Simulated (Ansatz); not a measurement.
InSe (started from an entry of an open crystallographic database): a band-structure calculation in the plane-wave code Ansatz (PBE). The cell was relaxed beforehand with r2SCAN+rVV10.

Input (YAML):
```yaml
crystal:
  lattice:
    - [2.0105578941, 1.1607961414, 8.410665907]
    - [-2.0105578941, 1.1607961414, 8.410665907]
    - [0.0, -2.3215922828, 8.410665907]
  atoms:
    - { symbol: In, position: [0.0004771572, 0.0004771572, 0.0004771572] }
    - { symbol: In, position: [0.1108703964, 0.1108703964, 0.1108703964] }
    - { symbol: Se, position: [0.6169580837, 0.6169580837, 0.6169580837] }
    - { symbol: Se, position: [0.8276943626, 0.8276943626, 0.8276943626] }
kpoints:
  mp_grid: { grid: [8, 8, 8] }
  band_path:
    path:
      - [[0.0, 0.0, 0.0], [-0.5, -0.5, -0.5], [-0.5, -0.1793653849445, -0.8206346150555]]
      - [[-0.1793653849445, 0.1793653849445, -0.5], [-1.591015367156e-16, -8.842254379416e-17, -0.5], [0.0, 0.0, 0.0], [-2.455172585758e-16, 0.3396826924722, -0.3396826924722]]
      - [[-0.3396826924722, -1.448420601161e-17, -0.6603173075278], [-0.5, -1.32950840294e-17, -0.5], [0.0, 0.0, 0.0]]
    npoints: 10
hamiltonian:
  xc: pbe
scf:
  occupations: { method: fermi_dirac, width: 0.02 }
  n_extra_bands: 5
output:
  forces: true
  stress: true
  eigenvalues: true
```

Run as `ansatz run input.yaml --threads 2 --pin off --max-ram 2211MiB --backend cpu --events-out ev --progress --plain --runs-dir out`.

Question: What will the output look like, and what does it show?

Answer: Abridged output:
```
Pseudopotential: In, paw, valence charge 13, recommended cutoff 420 eV (normal)
Pseudopotential: Se, paw, valence charge 16, recommended cutoff 420 eV (normal)
Functional definition: PBE
Crystal: 4 atoms, lattice volume = 117.775 Å³
Basis set: ecut = 420 eV, 2309 PW (Γ), FFT grids on a1−a3, a2−a3, a3
Bands: 34, of which v1, the nominal top of the filled ones, is band 29 counted from 1 (28 counted from 0)
Symmetry: 6 space group operations
Space group: R3m (ITA 160)
k-points: 65 of 512 (time reversal used)
SCF converged after 7 iterations
Free energy (F): -22135.884039 eV
Fermi energy:    7.405793 eV
--- Forces (eV/Å), atoms counted from 1 ---
  atom   1  In      0.00000      0.00000      0.11351
  atom   2  In      0.00000      0.00000    -0.11371
  atom   3  Se      0.00000      0.00000    -0.19498
  atom   4  Se      0.00000      0.00000      0.19517
--- Stress (GPa, compression-positive) ---
        2.464119       0.000000       0.000000
        0.000000       2.464119       0.000000
        0.000000       0.000000       2.362482
  P = ⅓ Tr σ = 2.4302 GPa (24.302 kbar)
```
Iteration counts and the last digits belong to this one run.

Levels along the path, in eV from the valence top (v1 is the last filled band, c1 the first empty one):
```
point  distance (1/Å)     v3     v2     v1    c1    c2    c3
    Γ            0.00  -1.33  -1.25  -1.25  1.63  2.06  4.30
    ·            0.07  -1.34  -1.23  -1.23  1.55  2.07  4.29
    ·            0.15  -1.21  -1.21  -1.07  1.33  2.09  4.27
    ·            0.22  -1.19  -1.19  -0.68  1.01  2.10  4.24
    ·            0.30  -1.17  -1.17  -0.28  0.66  2.11  4.22
    T            0.37  -1.17  -1.17   0.00  0.40  2.11  4.22
    ·            0.57  -1.56  -1.31  -0.09  1.18  2.67  3.72
    ·            0.77  -2.08  -1.76  -0.44  2.09  2.92  3.68
    ·            0.97  -2.80  -2.45  -1.00  2.37  2.61  4.01
    ·            1.18  -2.61  -2.56  -1.61  1.90  2.57  3.77
   H₂            1.38  -2.53  -2.23  -1.78  1.73  2.47  3.37
   H₀            1.38  -2.53  -2.23  -1.78  1.73  2.47  3.37
    ·            1.43  -2.63  -2.17  -1.71  1.80  2.44  3.28
    ·            1.54  -2.84  -2.11  -1.60  2.01  2.33  3.20
    ·            1.66  -2.91  -2.11  -1.57  1.91  2.34  3.38
    ·            1.77  -2.64  -2.16  -1.60  1.55  2.20  3.73
    ·            1.88  -2.32  -2.25  -1.66  1.25  1.99  3.71
    L            1.94  -2.34  -2.26  -1.68  1.20  1.95  3.69
    ·            2.03  -2.29  -2.23  -1.64  1.23  1.96  3.69
    ·            2.21  -2.11  -2.07  -1.28  1.45  2.01  3.77
    ·            2.39  -1.91  -1.78  -1.01  1.98  2.17  4.05
    ·            2.57  -1.59  -1.47  -1.06  2.06  2.75  3.59
    ·            2.76  -1.36  -1.27  -1.20  1.71  2.21  4.13
    Γ            2.85  -1.33  -1.25  -1.25  1.63  2.06  4.30
    ·            2.95  -1.37  -1.29  -1.20  1.74  2.27  4.07
    ·            3.17  -1.70  -1.67  -1.05  2.14  3.10  3.22
    ·            3.38  -2.37  -1.82  -0.98  2.18  2.50  3.49
    ·            3.59  -3.11  -1.83  -1.21  2.08  2.44  3.00
    ·            3.80  -2.84  -2.04  -1.62  1.87  2.44  3.18
   S₀            3.91  -2.56  -2.21  -1.75  1.78  2.38  3.39
   S₂            3.91  -2.56  -2.21  -1.75  1.78  2.38  3.39
    ·            4.01  -2.47  -2.36  -1.74  1.79  2.24  3.58
    ·            4.11  -2.55  -2.43  -1.65  1.81  2.10  3.68
    ·            4.21  -2.61  -2.46  -1.57  1.60  2.10  3.58
    ·            4.31  -2.55  -2.22  -1.53  1.33  2.03  3.39
    F            4.41  -2.51  -2.06  -1.52  1.20  1.95  3.34
    ·            4.60  -2.42  -1.99  -1.27  1.34  1.86  3.53
    ·            4.78  -2.17  -1.80  -0.86  1.64  1.97  3.91
    ·            4.97  -1.82  -1.55  -0.85  1.94  2.50  3.89
    ·            5.16  -1.48  -1.33  -1.10  1.85  2.57  3.76
    Γ            5.35  -1.33  -1.25  -1.25  1.63  2.06  4.30
```

PBE gives a direct gap of 0.40 eV at T. The gap is the least over the mesh and the extra points. With the atoms held, the mean pressure is +2.43 GPa (compression positive). The largest force is 0.20 eV/Å.

No spin polarisation and no zero-point or thermal motion.

No spin-orbit coupling is included; it can move band edges with weight on the heavy atoms by tenths of an eV.
